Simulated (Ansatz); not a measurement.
**MoSi2N4 bilayer (AA') in a perpendicular field**

Wanted: the out-of-plane response of the MoSi2N4 bilayer (AA'). A positive field points along +c.

Method: plane-wave DFT, LDA, Ansatz PAW (set soft_1); PAW set soft_1, in Ansatz 0.2.0.

## 1. The structure

The cell holds 14 atoms: 8 N, 4 Si and 2 Mo. Its edges and angles: a = 2.920 Å, b = 2.920 Å, c = 64.824 Å, α = 90.0°, β = 90.0°, γ = 120.0°. Regions: layer 1: MoSi2N4, 7 atoms (4 N, 2 Si and 1 Mo); layer 2: MoSi2N4, 7 atoms (4 N, 2 Si and 1 Mo). Vacuum lies along c.

Structure file:

```cif
data_structure
_symmetry_space_group_name_H-M 'P 1'
_symmetry_Int_Tables_number 1
_cell_length_a 2.9200
_cell_length_b 2.9200
_cell_length_c 64.8236
_cell_angle_alpha 90.000
_cell_angle_beta 90.000
_cell_angle_gamma 120.000
_cell_volume 478.66
loop_
_atom_site_label
_atom_site_type_symbol
_atom_site_fract_x
_atom_site_fract_y
_atom_site_fract_z
_atom_site_occupancy
N1 N 0.00000 0.00000 0.36946 1
Si2 Si 0.33333 0.66667 0.37671 1
N3 N 0.33333 0.66667 0.40370 1
Mo4 Mo 0.00000 0.00000 0.42239 1
N5 N 0.33333 0.66667 0.44108 1
Si6 Si 0.33333 0.66667 0.46808 1
N7 N 0.00000 0.00000 0.47532 1
N8 N 0.33333 0.66667 0.52468 1
Si9 Si 0.00000 0.00000 0.53192 1
N10 N 0.00000 0.00000 0.55892 1
Mo11 Mo 0.33333 0.66667 0.57761 1
N12 N 0.00000 0.00000 0.59630 1
Si13 Si 0.00000 0.00000 0.62329 1
N14 N 0.33333 0.66667 0.63054 1
```

## 2. Relaxing the slab

The starting cell is a guess, so the in-plane lattice and the atoms are relaxed first, with the slab cut off from its images along the normal.

File input.yaml:

```yaml
crystal:
  lattice:
    - [2.92, 0.0, 0.0]
    - [-1.46, 2.5287941791, 0.0]
    - [0.0, 0.0, 64.8235812323]
  atoms:
    - { symbol: "N", position: [0.0, 0.0, 0.3694643144] }
    - { symbol: Si, position: [0.3333333333, 0.6666666667, 0.3767060045] }
    - { symbol: "N", position: [0.3333333333, 0.6666666667, 0.4037023531] }
    - { symbol: Mo, position: [0.0, 0.0, 0.4223909692] }
    - { symbol: "N", position: [0.3333333333, 0.6666666667, 0.4410795854] }
    - { symbol: Si, position: [0.3333333333, 0.6666666667, 0.4680759341] }
    - { symbol: "N", position: [0.0, 0.0, 0.4753176241] }
    - { symbol: "N", position: [0.3333333333, 0.6666666667, 0.5246823759] }
    - { symbol: Si, position: [0.0, 0.0, 0.5319240659] }
    - { symbol: "N", position: [0.0, 0.0, 0.5589204146] }
    - { symbol: Mo, position: [0.3333333333, 0.6666666667, 0.5776090308] }
    - { symbol: "N", position: [0.0, 0.0, 0.5962976469] }
    - { symbol: Si, position: [0.0, 0.0, 0.6232939955] }
    - { symbol: "N", position: [0.3333333333, 0.6666666667, 0.6305356856] }
  periodic: [true, true, false]
kpoints:
  mp_grid: { grid: [12, 12, 1] }
hamiltonian:
  xc: lda
  pseudopotentials: { kind: paw, azcp: { folder: soft_1 }, xc_functional: pbe }
scf:
  occupations: { method: fermi_dirac, width: 0.05 }
  convergence: { dr2_threshold: 1.0e-09 }
relax:
  f_tol: 0.004
  max_steps: 90
  cell: {}
output:
  write_potential: true
  write_density: true
  volumetric_format: npy
```

Run with:

```sh
$ ansatz run input.yaml --threads 4 --pin off --max-ram 6144MiB --backend cpu --events-out ev --progress --plain --runs-dir out
```

Numbers of over 12 decimals in the logs are rounded to 6 here.

What it wrote:

```text
Warning: relax.cell: scf.convergence.dr2_threshold = 1e-9 eV is looser than the 1.93135621554e-10 eV advised for a relaxation that steers and ends on the stress (1e-10 eV for each atom of the cell: 14, times the square of relax.cell.stress_2d_tol = 0.05 N/m over 26.9 Å (the atoms' height at the walk's start and 5 Å past either face), 1.857e-2 GPa, over a crystal's default 0.05). What an SCF threshold leaves in a stress goes as its square root, and in the free energy as the threshold itself, and one threshold admits the most on a small cell: [figures from the program's tests cut] Set scf.convergence.dr2_threshold to 1.93135621554e-10 eV or tighter. [rest of the remark cut]
Engine: ansatz 0.2.0, aarch64-unknown-linux-gnu
Pseudopotentials: kind: paw
Pseudopotential: N, paw, valence charge 5, recommended cutoff 420 eV (normal), soft_1/N.paw.azcp
Pseudopotential: Si, paw, valence charge 4, recommended cutoff 420 eV (normal), soft_1/Si.paw.azcp
Pseudopotential: Mo, paw, valence charge 14, recommended cutoff 420 eV (normal), soft_1/Mo.paw.azcp
Functional definition: SPW92
  exchange = slater_x
  correlation = pw_c
Crystal: 14 atoms, lattice volume = 478.662 Å³
Basis set: ecut = 420 eV, 9277 PW (Γ)
Bands: 56, of which v1, the nominal top of the filled ones, is band 42 counted from 1 (41 counted from 0)
Symmetry: 12 space group operations
Space group: P-3m1 (ITA 164), of the structure as read, at distance tolerance 7.8e-5 Å
k-points: 19 of 144
Non-local potential: N, projectors of the file, l = 0: 2, l = 1: 2, l = 2: 1
Non-local potential: Si, projectors of the file, l = 0: 2, l = 1: 2, l = 2: 1
Non-local potential: Mo, projectors of the file, l = 0: 3, l = 1: 2, l = 2: 2, l = 3: 1
PAW form: soft (Blöchl's): semilocal exchange-correlation on the pseudo side does not see the compensation charge
PAW frozen core: N, regenerated for the run's functional, and the local potential with it (the file was generated under x = pbe(κ = 0.804, μ = 0.219515), c = pbe(β = 0.066725))
PAW frozen core: Si, regenerated for the run's functional, and the local potential with it (the file was generated under x = pbe(κ = 0.804, μ = 0.219515), c = pbe(β = 0.066725))
PAW frozen core: Mo, regenerated for the run's functional, and the local potential with it (the file was generated under x = pbe(κ = 0.804, μ = 0.219515), c = pbe(β = 0.066725))
PAW one-centre angular grid: N, 110 points (default); XC on 64 Gauss nodes
PAW one-centre angular grid: Si, 110 points (default); XC on 64 Gauss nodes
PAW one-centre angular grid: Mo, 590 points (default); XC on 64 Gauss nodes
Initial density: superposition of atomic densities (neutral atoms: chi_scale 0, normalization atom)
Initial wavefunctions: pseudopotential atomic-orbital guess
Functional: x = slater, c = lda
SCF iter   1: F=—  HF=-15145.976871 eV  |F-HF|=—  |Δ(HF+E_count)|=         —  Δρ=1.12e-1  dr2=6.93e1  ethr=3.10e-3  ⟨swp⟩=15.1  Hψ=8778  notcnv=0  defer=23
preconditioner: auto → Resta (q_TF=auto, 2.041 Å⁻¹)  ε∞=2.1  [insulator: Δε(μ)=2.003 eV  Ē_g=13.596 eV  σ=0.050 eV  W_gap=1.00  n_scr=42 (ndim 8)  ℏωp=14.0 eV  f_vac=0.682  D(μ)=0.00/eV (n_scr^D=0)  ε∞_Penn≈2.1  vacuum switching on, ρ_ref=1.3e-2 e/Å³]
SCF iter   2: F=—  HF=-15131.104186 eV  |F-HF|=—  |Δ(HF+E_count)|=    1.49e1  Δρ=6.65e-2  dr2=2.80e1  ethr=3.10e-3  ⟨swp⟩=6.1  Hψ=4002  notcnv=0  defer=132
SCF iter   3: F=—  HF=-15127.106727 eV  |F-HF|=—  |Δ(HF+E_count)|=    4.00e0  Δρ=2.30e-2  dr2=2.65e0  ethr=3.10e-3  ⟨swp⟩=5.1  Hψ=2967  notcnv=0  defer=136
SCF iter   4: F=—  HF=-15126.519464 eV  |F-HF|=—  |Δ(HF+E_count)|=   5.87e-1  Δρ=1.02e-2  dr2=2.82e-1  ethr=3.10e-3  ⟨swp⟩=2.9  Hψ=1696  notcnv=0  defer=126
SCF iter   5: F=—  HF=-15126.508891 eV  |F-HF|=—  |Δ(HF+E_count)|=   1.06e-2  Δρ=4.29e-3  dr2=1.34e-1  ethr=3.36e-4  ⟨swp⟩=3.4  Hψ=2232  notcnv=0  defer=126
SCF iter   6: F=—  HF=-15126.485926 eV  |F-HF|=—  |Δ(HF+E_count)|=   2.30e-2  Δρ=2.08e-3  dr2=3.12e-2  ethr=1.59e-4  ⟨swp⟩=2.8  Hψ=1822  notcnv=0  defer=126
SCF iter   7: F=—  HF=-15126.486245 eV  |F-HF|=—  |Δ(HF+E_count)|=   3.19e-4  Δρ=1.10e-3  dr2=2.88e-2  ethr=3.72e-5  ⟨swp⟩=3.3  Hψ=2249  notcnv=0  defer=130
SCF iter   8: F=—  HF=-15126.482650 eV  |F-HF|=—  |Δ(HF+E_count)|=   3.59e-3  Δρ=2.62e-4  dr2=5.26e-4  ethr=3.43e-5  ⟨swp⟩=3.1  Hψ=1690  notcnv=0  defer=130
SCF iter   9: F=—  HF=-15126.482906 eV  |F-HF|=—  |Δ(HF+E_count)|=   2.56e-4  Δρ=1.58e-4  dr2=2.71e-4  ethr=6.26e-7  ⟨swp⟩=3.2  Hψ=2337  notcnv=0  defer=130
SCF iter  10: F=—  HF=-15126.482872 eV  |F-HF|=—  |Δ(HF+E_count)|=   3.39e-5  Δρ=6.62e-5  dr2=5.81e-5  ethr=3.23e-7  ⟨swp⟩=2.6  Hψ=1666  notcnv=0  defer=130
SCF iter  11: F=—  HF=-15126.482867 eV  |F-HF|=—  |Δ(HF+E_count)|=   5.56e-6  Δρ=3.76e-5  dr2=8.35e-6  ethr=6.92e-8  ⟨swp⟩=3.5  Hψ=2167  notcnv=0  defer=130
SCF iter  12: F=—  HF=-15126.482862 eV  |F-HF|=—  |Δ(HF+E_count)|=   4.33e-6  Δρ=8.37e-6  dr2=4.32e-7  ethr=9.94e-9  ⟨swp⟩=3.2  Hψ=2042  notcnv=0  defer=130
SCF iter  13: F=—  HF=-15126.482948 eV  |F-HF|=—  |Δ(HF+E_count)|=   8.54e-5  Δρ=3.03e-6  dr2=4.55e-8  ethr=5.14e-10  ⟨swp⟩=3.4  Hψ=2462  notcnv=0  defer=130
SCF iter  14: F=—  HF=-15126.482948 eV  |F-HF|=—  |Δ(HF+E_count)|=   9.24e-9  Δρ=1.08e-6  dr2=6.87e-9  ethr=5.41e-11  ⟨swp⟩=3.3  Hψ=2096  notcnv=0  defer=130
SCF iter  15: F=—  HF=-15126.482948 eV  |F-HF|=—  |Δ(HF+E_count)|=  8.97e-10  Δρ=4.09e-7  dr2=1.30e-9  ethr=8.18e-12  ⟨swp⟩=3.4  Hψ=2218  notcnv=0  defer=130
SCF iter  16: F=-15126.482948 eV  HF=-15126.482948 eV  |F-HF|=4.66e-10  |Δ(HF+E_count)|=  7.60e-10  Δρ=1.51e-7  dr2=1.53e-10  ethr=1.19e-12  ⟨swp⟩=12.3  Hψ=8485  notcnv=0
SCF 1 converged in 16 iterations: F = -15126.482948 eV  dr2 = 1.53e-10
  greatest PAW one-centre occupation: 0.999 electrons in one spin orbital (limit 2), on the Mo atom at site 10 (counted from 0), in its partial waves of l = 0
relax step   1: F+E_penalty+E_count = -15126.48294771 eV  Δ(F+E_penalty+E_count) = +0.000e0 eV  max|allowed force component| = 4.594e-1 eV/Å  Δτ_max = 0.0000 Å  P = -23.161 N/m  Ω = 478.662 Å³  fix = [c, alpha, beta]  reactions: c -0.000 N/m  (16 SCF iters, accepted)
Crystal: 14 atoms, lattice volume = 462.915 Å³
Basis set: ecut = 420 eV, 9049 PW (Γ)
Initial density: handed on by an earlier stage of this run
Initial wavefunctions: those handed on with the density
iter 1 solved again at ethr=1.06e-3 eV; its pass at ethr=3.10e-3 eV (dr2=8.89e-1 eV) is discarded
SCF iter   1: F=—  HF=-15126.977496 eV  |F-HF|=—  |Δ(HF+E_count)|=         —  Δρ=1.57e-2  dr2=9.02e-1  ethr=1.06e-3  ⟨swp⟩=3.6  Hψ=8024  notcnv=0  defer=2
[...]
relax step   5: F+E_penalty+E_count = -15126.74849348 eV  Δ(F+E_penalty+E_count) = -2.736e-4 eV  max|allowed force component| = 9.907e-3 eV/Å  Δτ_max = 0.0067 Å  P = +0.012 N/m  Ω = 461.437 Å³  energy of the carried Pulay correction = +1.177e-2 eV  fix = [c, alpha, beta]  reactions: c +0.000 N/m  (9 SCF iters, accepted)
[...]
relax step   6: F+E_penalty+E_count = -15126.74849181 eV  Δ(F+E_penalty+E_count) = +1.669e-6 eV  max|allowed force component| = 9.353e-4 eV/Å  Δτ_max = 0.0015 Å  P = +0.006 N/m  Ω = 461.450 Å³  energy of the carried Pulay correction = +1.176e-2 eV  fix = [c, alpha, beta]  reactions: c +0.000 N/m  (8 SCF iters, accepted)
[...]
relax step   7: F+E_penalty+E_count = -15126.73914340 eV  Δ(F+E_penalty+E_count) = +9.348e-3 eV  max|allowed force component| = 9.018e-4 eV/Å  Δτ_max = 0.0000 Å  P = -0.273 N/m  Ω = 461.450 Å³  fix = [c, alpha, beta]  reactions: c -0.000 N/m  stress off target by 2.73e-1 N/m on what of the cell is left free  SCF on the basis re-selected at this cell (its energy is not comparable with the rows above)  (5 SCF iters)
[...]
relax step   8: F+E_penalty+E_count = -15126.73928133 eV  Δ(F+E_penalty+E_count) = -1.379e-4 eV  max|allowed force component| = 8.267e-4 eV/Å  Δτ_max = 0.0006 Å  P = -0.005 N/m  Ω = 461.283 Å³  energy of the carried Pulay correction = +1.158e-4 eV  fix = [c, alpha, beta]  reactions: c -0.000 N/m  (8 SCF iters, accepted)
iter 1 solved again at ethr=2.34e-7 eV; its pass at ethr=3.10e-3 eV (dr2=1.96e-4 eV) is discarded
SCF iter   1: F=—  HF=-15126.739133 eV  |F-HF|=—  |Δ(HF+E_count)|=         —  Δρ=1.66e-6  dr2=6.96e-9  ethr=2.34e-7  ⟨swp⟩=7.2  Hψ=14929  notcnv=0
eigensolver tolerance schedule: the retry pair's looser diagonalisation over-reported the residual by 28163.67 of it (diagonalisation noise at an unbounded share of the residual, at the tolerance the schedule requests for it); recorded, not acted on — ethr = c·dr2/N_el stays at c = 1.0e-1
SCF iter   2: F=—  HF=-15126.739216 eV  |F-HF|=—  |Δ(HF+E_count)|=   8.28e-5  Δρ=9.83e-7  dr2=4.97e-9  ethr=8.29e-12  ⟨swp⟩=7.7  Hψ=5339  notcnv=0
SCF iter   3: F=—  HF=-15126.739216 eV  |F-HF|=—  |Δ(HF+E_count)|=   1.10e-9  Δρ=6.33e-7  dr2=1.26e-9  ethr=5.92e-12  ⟨swp⟩=1.9  Hψ=1092  notcnv=0
SCF iter   4: F=-15126.739216 eV  HF=-15126.739216 eV  |F-HF|=3.53e-10  |Δ(HF+E_count)|=  2.26e-10  Δρ=4.43e-7  dr2=4.76e-10  ethr=1.19e-12  ⟨swp⟩=22.9  Hψ=10049  notcnv=0
SCF 9 converged in 4 iterations: F = -15126.739216 eV  dr2 = 4.76e-10
relax step   9: F+E_penalty+E_count = -15126.73921596 eV  Δ(F+E_penalty+E_count) = +6.537e-5 eV  max|allowed force component| = 8.199e-4 eV/Å  Δτ_max = 0.0000 Å  P = -0.007 N/m  Ω = 461.283 Å³  fix = [c, alpha, beta]  reactions: c -0.000 N/m  stress off target by 6.87e-3 N/m on what of the cell is left free  SCF on the basis re-selected at this cell (its energy is not comparable with the rows above)  (4 SCF iters)
basis re-selected at this cell: Δ(F+E_penalty+E_count) = +6.537e-5 eV, ΔP = -0.002 N/m vs the last step (what re-selecting the basis moved, of the pressure what is left beyond the Pulay correction that the steps carried, after the strain that the cell walked since its last selection, with what the two solves' SCF thresholds leave and, on support functions, any second-order correction that the steps lacked; it is no m [...]
WARN: The output density's exchange-correlation potential varies sharply where the density is thin. Do not read a vacuum level from v_tot or v_xc, or from such a field of the output density. On a cell that repeats whose density bears no net charge and no dipole along the vacuum's axis use v_es (v_loc + v_h of the components); under efield.dipole_correction with no amplitude use v_es + v_field, which holds any externa [...]
SCF converged after 4 iterations
Free energy (F): -15126.739216 eV
Harris-Foulkes:  -15126.739216 eV  (|F-HF|=3.53e-10)
Internal energy: -15126.739216 eV  (E = F + TS)
E sigma→0 (E₀):  -15126.739216 eV
Fermi energy:    -4.694568 eV
--- Per-component energies (eV) ---
  E_band       = -1652.548240
  E_kinetic    = 2080.199698
  E_local      = -898473.340040  (includes V_loc(G=0)·N_el)
  E_nonlocal   = 682.578267
  E_hartree    = 447904.437463
  E_xc         = -1056.553497
  E_vxc        = -1245.616359  (∫ρ·V_xc dr)
  E_paw        = -9091.933003  (= ΣΔE_a)
  E_vpaw       = -505.244618  (= ΣTr[D̂ρ^β])
  E_aug_tail   = 0.006836  (compensation charges beyond the density's cutoff)
  E_ewald      = 442825.941753
  E_core_change = 1.923306  (= ΣΔE_core)
  E_smearing   = -0.000000  (= −TS)
  E_closure    = -0.000000  (closes the sum)
  Σ components = -15126.739216   (vs F -15126.739216, Δ=0.00e0)
--- Forces (eV/Å), atoms counted from 1 ---
  atom   1  N      0.00000000     0.00000000     0.00059952
  atom   2  Si     0.00000000    -0.00000000    -0.00051505
  atom   3  N     -0.00000000     0.00000000     0.00006118
  atom   4  Mo     0.00000000     0.00000000    -0.00024151
  atom   5  N      0.00000000     0.00000000    -0.00035299
  atom   6  Si    -0.00000000    -0.00000000     0.00081991
  atom   7  N     -0.00000000     0.00000000    -0.00063095
  atom   8  N      0.00000000    -0.00000000     0.00063095
  atom   9  Si     0.00000000     0.00000000    -0.00081991
  atom  10  N      0.00000000    -0.00000000     0.00035299
  atom  11  Mo     0.00000000    -0.00000000     0.00024151
  atom  12  N      0.00000000    -0.00000000    -0.00006118
  atom  13  Si     0.00000000     0.00000000     0.00051505
  atom  14  N      0.00000000    -0.00000000    -0.00059952
  max |Σ_I F_I| component: 1.02e-16 eV/Å
--- 2D stress c σ (N/m, compression-positive) ---
       -0.006870       0.000000      -0.000000
        0.000000      -0.006870       0.000000
       -0.000000       0.000000      -0.000000
  P = ½ c Tr σ = -0.0069 N/m
--- Band table (eV; the first three rows and the last of 19) ---
  k-point 0: bands = [... 38 lower, -8.1589, -7.7140, -5.7539, -5.6608, -2.7090, -2.7090, -2.7084, -2.7084, ... 10 higher]
  k-point 1: bands = [... 38 lower, -7.8873, -7.6243, -5.8383, -5.7822, -2.8908, -2.8384, -2.7377, -2.7375, ... 10 higher]
  k-point 2: bands = [... 38 lower, -7.9066, -7.6982, -6.2247, -6.2198, -3.0083, -2.9141, -2.7974, -2.7966, ... 10 higher]
  k-point 18: bands = [... 38 lower, -7.1087, -7.1087, -6.1520, -6.1454, -3.6892, -3.6892, -2.4973, -2.3911, ... 10 higher]
  ° read free of the cell's end (the report's vacuum.weakly_bound_levels)
--- Relaxed structure (7 steps of the walk, 7 accepted, 2 SCFs on fresh bases) ---
  F+E_penalty+E_count = -15126.73921596 eV   max|allowed force component| = 8.199e-4 eV/Å   (the final SCF, on the basis selected at the relaxed cell)
  cell:  # Å, volume = 461.2827 Å³
    - [2.866499, 0.0, 0]
    - [-1.433249, 2.482461, 0]
    - [0, 0, 64.8235812323]
  atoms:
    - { symbol: N, position: [1.0747975394181006e-17, -5.021493397074369e-17, 0.370171] }
    - { symbol: Si, position: [0.333333, 0.666667, 0.378028] }
    - { symbol: N, position: [0.333333, 0.666667, 0.404882] }
    - { symbol: Mo, position: [1.264956565432707e-17, -4.9362986401406235e-17, 0.423996] }
    - { symbol: N, position: [0.333333, 0.666667, 0.443112] }
    - { symbol: Si, position: [0.333333, 0.666667, 0.469964] }
    - { symbol: N, position: [1.4459155479508358e-17, -4.855225672668512e-17, 0.477777] }
    - { symbol: N, position: [0.333333, 0.666667, 0.522223] }
    - { symbol: Si, position: [5.2534009685667106e-18, -5.267660482831653e-17, 0.530036] }
    - { symbol: N, position: [4.948443102523478e-18, -5.2813231586546704e-17, 0.556888] }
    - { symbol: Mo, position: [0.333333, 0.666667, 0.576004] }
    - { symbol: N, position: [6.754245019447725e-18, -5.200419896470817e-17, 0.595118] }
    - { symbol: Si, position: [6.452008402748453e-18, -5.213960655295592e-17, 0.621972] }
    - { symbol: N, position: [0.333333, 0.666667, 0.629829] }
```

Wall time 3.2 min (4 threads of Arm Neoverse N1, shared host); peak memory 1.2 GiB; 12 min of CPU time.

Relaxation path:

| step | energy less that of the first step (eV) | largest force component (eV/Å) | volume (Å³) |
| --- | --- | --- | --- |
| 1 | 0.0000 | 0.4594 | 478.66 |
| 2 | -0.2429 | 0.2160 | 462.91 |
| 3 | -0.2628 | 0.1034 | 462.09 |
| 4 | -0.2653 | 0.0431 | 461.47 |
| 5 | -0.2655 | 0.0099 | 461.44 |
| 6 | -0.2655 | 0.0009 | 461.45 |
| 7* | -0.2562 | 0.0009 | 461.45 |
| 8 | -0.2563 | 0.0008 | 461.28 |
| 9* | -0.2563 | 0.0008 | 461.28 |

Relaxation steps marked * repeat the geometry before them on a plane-wave basis chosen anew for their cell, so energy and pressure can jump there.

Forces are held to the 12 operations that the run works with; a distortion that breaks them can't arise in this run.

| cell as run | before | after | change |
| --- | --- | --- | --- |
| a (Å) | 2.920 | 2.866 | -1.8 % |
| b (Å) | 2.920 | 2.866 | -1.8 % |

The atoms that moved most (Å, along periodic axes as changes of fractional coordinates times the final cell, across vacuum about the mean position):

| atom | dx | dy | dz | length |
| --- | --- | --- | --- | --- |
| N8 | 0.000 | 0.000 | -0.159 | 0.159 |
| N7 | 0.000 | 0.000 | 0.159 | 0.159 |
| N10 | 0.000 | 0.000 | -0.132 | 0.132 |
| N5 | 0.000 | 0.000 | 0.132 | 0.132 |
| Si6 | 0.000 | 0.000 | 0.122 | 0.122 |
| Si9 | 0.000 | 0.000 | -0.122 | 0.122 |
| Mo11 | 0.000 | 0.000 | -0.104 | 0.104 |
| Mo4 | 0.000 | 0.000 | 0.104 | 0.104 |

The relaxed structure:

```cif
data_structure
_symmetry_space_group_name_H-M 'P 1'
_symmetry_Int_Tables_number 1
_cell_length_a 2.8665
_cell_length_b 2.8665
_cell_length_c 64.8236
_cell_angle_alpha 90.000
_cell_angle_beta 90.000
_cell_angle_gamma 120.000
_cell_volume 461.28
loop_
_atom_site_label
_atom_site_type_symbol
_atom_site_fract_x
_atom_site_fract_y
_atom_site_fract_z
_atom_site_occupancy
N1 N 0.00000 0.00000 0.37017 1
Si2 Si 0.33333 0.66667 0.37803 1
N3 N 0.33333 0.66667 0.40488 1
Mo4 Mo 0.00000 0.00000 0.42400 1
N5 N 0.33333 0.66667 0.44311 1
Si6 Si 0.33333 0.66667 0.46996 1
N7 N 0.00000 0.00000 0.47778 1
N8 N 0.33333 0.66667 0.52222 1
Si9 Si 0.00000 0.00000 0.53004 1
N10 N 0.00000 0.00000 0.55689 1
Mo11 Mo 0.33333 0.66667 0.57600 1
N12 N 0.00000 0.00000 0.59512 1
Si13 Si 0.00000 0.00000 0.62197 1
N14 N 0.33333 0.66667 0.62983 1
```

This step gave:

| Quantity | Value |
| --- | --- |
| gap on the k-mesh | 1.972 eV |

The lattice constant a goes from 2.920 to 2.866 Å.

[end of part 1 of 3]

[Logs are printed without paths, hosts, clocks, repeated set-up lines and the standing remarks that a program may print on its own settings, such as how far it seeks lower states.]

[Hosts, paths, dates, database ids (printed as entryN), source tags and the programs' standing remarks are cut or masked in the printed files.]

[Maps of the electrostatic potential energy from Ansatz leave out the sawtooth potential of an applied field or a dipole correction, so their vacuum need not be flat; planar profiles and work functions include it.]
